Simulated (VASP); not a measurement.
## A VASP 6.6.1 single-point calculation on PbSe

INCAR

```
SIGMA = 0.02
NELM = 58
ISIF = 2
ISMEAR = -1
NBANDS = 17
LCHARG = .FALSE.
NSW = 0
LASPH = .TRUE.
LREAL = .FALSE.
LWAVE = .FALSE.
EDIFF = 1E-7
IBRION = -1
PREC = Accurate
METAGGA = TPSS
ENCUT = 520
```

KPOINTS

```
KPOINTS created by Atomic Simulation Environment
0
Gamma
8 8 8
0 0 0
```

POSCAR

```
Pb Se
 1.0000000000000000
    -0.0844822253000000    3.0659940396000001    3.0659940396000001
     3.0659940396000001   -0.0844822253000000    3.0659940396000001
     3.0659940396000001    3.0659940396000001   -0.0844822253000000
 Pb  Se
   1   1
Cartesian
  0.0000000000000000  0.0000000000000000  0.0000000000000000
  3.0237529269500008  3.0237529269500008  3.0237529269499999
```

The recommended PBE PAW datasets give the neutral cell 20 valence electrons.

Command

```
mpirun -np 1 vasp_std
```

OSZICAR

```
N       E                     dE             d eps       ncg     rms          rms(c)
DAV:   1     0.144018427490E+03    0.14402E+03   -0.94881E+03  2218   0.119E+03
DAV:   2    -0.634380978376E+01   -0.15036E+03   -0.14538E+03  2337   0.307E+02
DAV:   3    -0.169116317189E+02   -0.10568E+02   -0.10499E+02  2865   0.860E+01
DAV:   4    -0.171473692105E+02   -0.23574E+00   -0.23552E+00  2687   0.137E+01
DAV:   5    -0.171540349157E+02   -0.66657E-02   -0.66653E-02  3045   0.230E+00    0.254E+00
DAV:   6    -0.159525784644E+02    0.12015E+01   -0.37397E+00  2271   0.207E+01    0.181E+00
DAV:   7    -0.158798495162E+02    0.72729E-01   -0.12378E-01  3017   0.250E+00    0.135E+00
DAV:   8    -0.158298643049E+02    0.49985E-01   -0.37284E-01  2774   0.279E+00    0.511E-01
DAV:   9    -0.158357472074E+02   -0.58829E-02   -0.27393E-02  2475   0.107E+00    0.424E-01
DAV:  10    -0.158349124209E+02    0.83479E-03   -0.25856E-02  2641   0.110E+00    0.292E-01
DAV:  11    -0.158343384075E+02    0.57401E-03   -0.35488E-03  2575   0.489E-01    0.616E-02
DAV:  12    -0.158344040125E+02   -0.65605E-04   -0.23832E-04  2510   0.128E-01    0.497E-02
DAV:  13    -0.158344088565E+02   -0.48440E-05   -0.13379E-05  3085   0.505E-02    0.570E-03
DAV:  14    -0.158344099729E+02   -0.11164E-05   -0.28640E-06  2424   0.106E-02    0.169E-03
DAV:  15    -0.158344100436E+02   -0.70638E-07   -0.53151E-07  2974   0.362E-03
   1 F= -.15834410E+02 E0= -.15834407E+02  d E =-.533615E-05
```

Standard output (part)

```
POSCAR found type information on POSCAR PbSe
 POSCAR found :  2 types and       2 ions
 LDA part: xc-table for (None), standard interpolation
 POSCAR, INCAR and KPOINTS ok, starting setup
 WAVECAR not read
 entering main loop
```

From OUTCAR

```
k-points           NKPTS =     65   k-points in BZ     NKDIM =     65   number of bands    NBANDS=     17

   NELECT =      20.0000    total number of electrons

   dimension x,y,z NGX =    32 NGY =   32 NGZ =   32
   dimension x,y,z NGXF=    64 NGYF=   64 NGZF=   64

  energy-cutoff  :      520.00
  volume of cell :       60.02
      direct lattice vectors                 reciprocal lattice vectors
    -0.084482225  3.065994040  3.065994040    -0.156489076  0.160923251  0.160923251
     3.065994040 -0.084482225  3.065994040     0.160923251 -0.156489076  0.160923251
     3.065994040  3.065994040 -0.084482225     0.160923251  0.160923251 -0.156489076

 k-points in reciprocal lattice and weights: KPOINTS created by Atomic Simulation Env
   0.00000000  0.00000000  0.00000000       0.002
   0.12500000  0.00000000  0.00000000       0.012
   0.25000000  0.00000000  0.00000000       0.012
   0.37500000  0.00000000  0.00000000       0.012
   0.50000000  0.00000000  0.00000000       0.006
   0.12500000  0.12500000  0.00000000       0.012
   0.25000000  0.12500000  0.00000000       0.023
   0.37500000  0.12500000 -0.00000000       0.023
   ...

 E-fermi :   4.5846

 k-point     1 :       0.0000    0.0000    0.0000
  band No.  band energies     occupation
      1     -12.4018      2.00000
      2     -12.4018      2.00000
      3     -12.3989      2.00000
      4     -12.3876      2.00000
      5     -12.3876      2.00000
      6      -8.9548      2.00000
      7      -1.8974      2.00000
      8       2.6624      2.00000
      9       2.6624      2.00000
     10       2.9592      2.00000
     11       9.1366      0.00000
     12       9.2152      0.00000
     13       9.2152      0.00000
     14      10.9613      0.00000
     15      10.9613      0.00000
     16      11.5183      0.00000
     17      12.5418      0.00000

 k-point     2 :       0.1250    0.0000    0.0000
  band No.  band energies     occupation
      1     -12.4041      2.00000
      2     -12.4018      2.00000
      3     -12.3955      2.00000
      4     -12.3887      2.00000
      5     -12.3849      2.00000
      6      -8.8471      2.00000
      7      -2.2518      2.00000
      8       2.7082      2.00000
      9       2.8888      2.00000
     10       3.0099      2.00000
     11       8.1438      0.00000
     12       8.5867      0.00000
     13       8.5908      0.00000
     14      10.8612      0.00000
     15      11.2813      0.00000
     16      11.7830      0.00000
     17      13.5846      0.00000

 k-point     3 :       0.2500    0.0000    0.0000
  band No.  band energies     occupation
      1     -12.4109      2.00000
      2     -12.4051      2.00000
      3     -12.3902      2.00000
      4     -12.3852      2.00000
      5     -12.3771      2.00000
      6      -8.5539      2.00000
      7      -3.0434      2.00000
      8       2.8383      2.00000
      9       3.0361      2.00000
     10       3.4673      2.00000
     11       6.6937      0.00000
     12       7.5266      0.00000
     13       7.6002      0.00000
     14      11.0234      0.00000
     15      12.0987      0.00000
     16      12.6535      0.00000
     17      15.3609      0.00000

 ...

  Total       -0.1880610     -0.1880610     -0.1880610      0.1527655      0.1527655      0.1527655
  in kB       -5.0197327     -5.0197327     -5.0197327      4.0776237      4.0776237      4.0776237
  external PRESSURE =      -5.0197327 kB  Pullay stress =       0.0000000 kB

 POSITION                                       TOTAL-FORCE (eV/Angst)
 -----------------------------------------------------------------------------------
      0.00000      0.00000      0.00000         0.000000     -0.000000     -0.000000
      3.02375      3.02375      3.02375        -0.000000      0.000000      0.000000
 -----------------------------------------------------------------------------------
    total drift:                                0.000000     -0.000000     -0.000000

  FREE ENERGIE OF THE ION-ELECTRON SYSTEM (eV)
  ---------------------------------------------------
  free  energy   TOTEN  =       -15.8344100436 eV

  energy  without entropy=      -15.8344047074  energy(sigma->0) =      -15.83440738
```

It converged. Results: gap between bands v and c on the k mesh 0.23 eV; least direct gap on the k mesh 0.46 eV; pressure -0.5 GPa. Band v is the last that the valence electrons fill when counted band by band, and c is the next.

For comparison, a separate PBE run of the intended cell, on usual settings and not on those above, gives a gap of 0.20 eV on its mesh and a pressure of 0.0 GPa.

The run above took about 2.1 min on one core of a shared host (Intel Xeon Platinum 8488C) and held 0.23 GiB at most.
